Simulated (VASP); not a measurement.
Write the native input for VASP 6.6.1 that does the following.

```
Task                   : relaxation of cell and atoms
Functional             : PBEsol
Potentials or basis    : VASP PAW PBE potentials, release 64 (B, As)
Cutoff                 : 600 eV
k mesh                 : 10 × 10 × 10
Occupations            : gaussian, width 0.02 eV
Spin                   : no spin polarisation
Dipole correction      : no
Further INCAR settings : ALGO = Normal; EDIFF = 1e-07; IBRION = 2; EDIFFG = -0.002; NSW = 100; ISIF = 3
```

The structure of BAs lies in POSCAR:

```
BAs
1.0
    0.0000000000      2.3850000000      2.3850000000
    2.3850000000      0.0000000000      2.3850000000
    2.3850000000      2.3850000000      0.0000000000
B As
1 1
Direct
    0.0000000000      0.0000000000      0.0000000000
    0.2500000000      0.2500000000      0.2500000000
```

The cell was built by a generator and needn't be a form met in nature.

The input as run:

INCAR

```
SYSTEM = BAs
ALGO = Normal
EDIFF = 1E-7
EDIFFG = -0.002
ENCUT = 600
GGA = PS
IBRION = 2
ISIF = 3
ISMEAR = 0
LASPH = .TRUE.
LCHARG = .FALSE.
LREAL = .FALSE.
LWAVE = .FALSE.
NELM = 100
NSW = 100
PREC = Accurate
SIGMA = 0.02
```

KPOINTS

```
k-points
0
G
  10 10 10
  0 0 0
```

Potentials or basis: VASP PAW PBE potentials, release 64 (B, As).

The run is started by

```sh
$ cat potpaw_PBE.64/B/POTCAR potpaw_PBE.64/As/POTCAR > POTCAR
$ mpirun -np 1 vasp_std > vasp.out
```

It gave:

| Property | Result |
| --- | --- |
| Relaxed volume | 13.63 Å³/atom |
| Relaxed cell | a = 3.378 Å, b = 3.378 Å, c = 3.378 Å, α = 60.00°, β = 60.00°, γ = 60.00° |
| Space group after relaxing (to 0.05 Å) | F-43m (No. 216) |
| Energy gained by relaxing | 0.1 meV/atom |
| Ionic steps | 3 |
| Pressure after relaxing | 0.0 GPa |
| Band gap on the k mesh | 1.08 eV, indirect (least direct gap 3.24 eV) |

Caveat: the PAW data sets were made with another functional, which shifts forces and pressure a little.

Run time: 16 s on 1 thread of AMD EPYC 9R14 (Zen 4), on a shared host, peak memory 0.14 GiB.
